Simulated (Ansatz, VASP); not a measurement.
This is a calculation of ZrC for Ansatz 0.2.0. 

Contents of input.yaml:

```yaml
crystal:
  lattice:
    - [0.0, 2.365, 2.365]
    - [2.365, 0.0, 2.365]
    - [2.365, 2.365, 0.0]
  atoms:
    - { symbol: Zr, position: [0.5, 0.5, 0.5] }
    - { symbol: C, position: [0.0, 0.0, 0.0] }
kpoints:
  mp_grid: { grid: [10, 10, 10] }
scf:
  occupations: { method: gaussian, width: 0.1 }
hamiltonian:
  xc: pbesol
  pseudopotentials: { kind: all_electron, lapw: { basis_error: 0.001 } }
output:
  forces: true
  stress: true
  eigenvalues: true
```

Potentials or basis: all-electron LAPW, scalar-relativistic.

Run with:

```bash
$ ansatz run input.yaml --threads 1 --pin off --max-ram 3072MiB --backend cpu --events-out ev --progress --plain --runs-dir out
```

Problem. Set up the same calculation for VASP 6.6.1. Potentials or basis there: PBE PAW files C, Zr_sv, release 54, 520 eV.

Solution. As run (cutoffs and basis follow the program's own potentials, and thresholds, step limits or extra output files can differ):

INCAR

```
SYSTEM = ZrC
PREC     = Accurate       ! precision mode
ENCUT    = 520            ! plane-wave cutoff, eV
EDIFF    = 1E-6           ! SCF threshold, eV
ISMEAR   = 0              ! smearing method
SIGMA    = 0.1            ! smearing width, eV
LREAL    = .FALSE.        ! projectors in reciprocal space
LASPH    = .TRUE.         ! aspherical terms in the spheres
NELM     = 60             ! most SCF steps
ALGO     = Normal         ! electronic algorithm
ISIF     = 2              ! what is computed and relaxed
LWAVE    = .FALSE.        ! write WAVECAR
LCHARG   = .TRUE.         ! write CHGCAR
GGA      = PS             ! functional
LELF     = .TRUE.         ! ELF
LVHAR    = .TRUE.       
NBANDS   = 15             ! bands
```

KPOINTS

```
Automatic mesh
0
G
  10 10 10
  0 0 0
```

File POSCAR:

```
ZrC
1.0
    0.0000000000      2.3650000000      2.3650000000
    2.3650000000      0.0000000000      2.3650000000
    2.3650000000      2.3650000000      0.0000000000
Zr C
1 1
Direct
    0.5000000000      0.5000000000      0.5000000000
    0.0000000000      0.0000000000      0.0000000000
```

Potentials or basis: VASP PAW PBE potentials, release 54 (Zr_sv, C).

Command:

```bash
$ cat potpaw_PBE.54/Zr_sv/POTCAR potpaw_PBE.54/C/POTCAR > POTCAR
$ mpirun -np 1 vasp_std > vasp.out
```

Both were run:

|  | Ansatz | VASP |
| --- | --- | --- |
| Pressure | -8.4 GPa | -8.2 GPa |

VASP's potentials were made for PBE.

Where Ansatz's input types no cutoff or centring, it takes its own default and a Γ-centred mesh.

Pressure is positive in compression.
